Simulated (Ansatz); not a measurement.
Crystal: MnO2.

```
Mn O
1.0
     2.85496    0.00000    0.00000
    -1.42748    2.47246    0.00000
     0.00000    0.00000   10.22174
Mn O
2 4
Direct
  0.00000 0.00000 0.50000
  0.00000 0.00000 0.00000
  0.66667 0.33333 0.40686
  0.66667 0.33333 0.09314
  0.33333 0.66667 0.59314
  0.33333 0.66667 0.90686
```

Measurements of this composition are mostly on another form, of space group No. 136.

Base run:

- Program: Ansatz 0.2.0
- Functional: r2SCAN
- Potentials or basis: Ansatz PAW
- Cutoff: 500 eV (not typed: the program's choice for these potentials)
- k mesh: 11 × 11 × 3
- Occupations: fermi-dirac, width 0.05 eV
- Spin: collinear spin, ferromagnetic start
- Starting moments: [4.0, 4.0, 0.0, 0.0, 0.0, 0.0] μB

Its results: band gap on the k mesh 2.02 eV, indirect (least direct gap 2.09 eV); pressure -1.0 GPa; net moment 6.00 μB per cell; site moments Mn +2.59; O +0.02 μB; largest force 0.116 eV/Å.

Task: The run is repeated on the same cell with these changes: functional from r2SCAN to LDA; cutoff from 500 eV (not typed: the program's choice for these potentials) to 420 eV (not typed: the program's choice for these potentials). What comes out?

Result: Band gap on the k mesh 0.51 eV, indirect (least direct gap 0.54 eV); pressure -8.2 GPa; net moment 6.00 μB per cell; site moments Mn +2.47; O +0.06 μB; largest force 0.612 eV/Å.

r2SCAN gives the wider gap, since meta-GGAs in the generalised Kohn-Sham scheme recover part of the derivative discontinuity.

Caveats: only a ferromagnetic start was run, and an antiferromagnetic order may lie lower in energy; the PAW data sets come from PBE, with cores solved anew for the run's functional, which leaves a small shift of forces and pressure; the magnetic or orbital state may not be the lowest (some runs).
